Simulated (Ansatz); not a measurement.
A 2-atom cell of GaN started from a crystallographic database, relaxed with r2SCAN: 4 runs in Ansatz 0.2.0, each a calculation of independent-particle optics. The symmetry is Fm-3m (No. 225, cubic); a = 4.217 Å in the conventional setting, 9.37 Å³ an atom. Ga is surrounded by 6 N at 2.11 Å; N is surrounded by 6 Ga at 2.11 Å. (Simulation; spin polarisation is off.)

```
Ga N
1.0
     0.00000    2.10852    2.10852
     2.10852    0.00000    2.10852
     2.10852    2.10852    0.00000
Ga N
1 1
Direct
  0.50000 0.50000 0.50000
  0.00000 0.00000 0.00000
```

On meshes this coarse, single peaks can be features of the mesh. No local fields, no excitons; the zone sum runs over the cells of the mesh, and ε∞ includes the bands left out of the spectrum. Up to four peaks are listed, those above 15 % of the tallest and inside the complete range; the four can differ from row to row. Rows marked drawn have settings drawn at random (some not listed).

| functional | k mesh | broadening (eV) | scissors (eV) | range (eV) | settings | direct gap on the mesh before scissors (eV) | ε∞ xx | ε∞ yy | ε∞ zz | complete up to (eV) | tallest peaks of mean ε₂ (eV) |
| --- | --- | --- | --- | --- | --- | --- | --- | --- | --- | --- | --- |
| PBE | 8×8×8 | 0.1 | 0.00 | 0–12 | chosen | 2.83 | 8.20 | 8.20 | 8.20 | 12.0 | 6.50 7.70 8.60 11.10 |
| r2SCAN | 8×8×8 | 0.1 | 0.00 | 0–12 | chosen | 3.38 | 7.13 | 7.13 | 7.13 | 12.0 | 7.20 8.45 9.35 11.85 |
| PBE | 8×8×8 | 0.03 | 2.50 | 0.5–30 | drawn | 2.83 | 6.30 | 6.30 | 6.30 | 30.0 | 9.00 10.20 11.20 13.60 |

Problem. Estimate from these rows what the further settings give.

| functional | k mesh | broadening (eV) | scissors (eV) | range (eV) | settings |
| --- | --- | --- | --- | --- | --- |
| PBE | 8×8×8 | 0.1 | 1.32 (to HSE06) | 0–12 | chosen |

Solution.
```
functional  k mesh  broadening (eV)    scissors (eV)  range (eV)  settings  direct gap on the mesh before scissors (eV)  ε∞ xx  ε∞ yy  ε∞ zz  complete up to (eV)  tallest peaks of mean ε₂ (eV)
       PBE   8×8×8              0.1  1.32 (to HSE06)        0–12    chosen                                         2.83   7.04   7.04   7.04                 12.0           7.80 9.00 9.95 11.90
```

The fundamental gap is indirect (0.66 eV with PBE on 8×8×8); the table holds the direct one.

The runs are scalar-relativistic, without spin-orbit coupling.
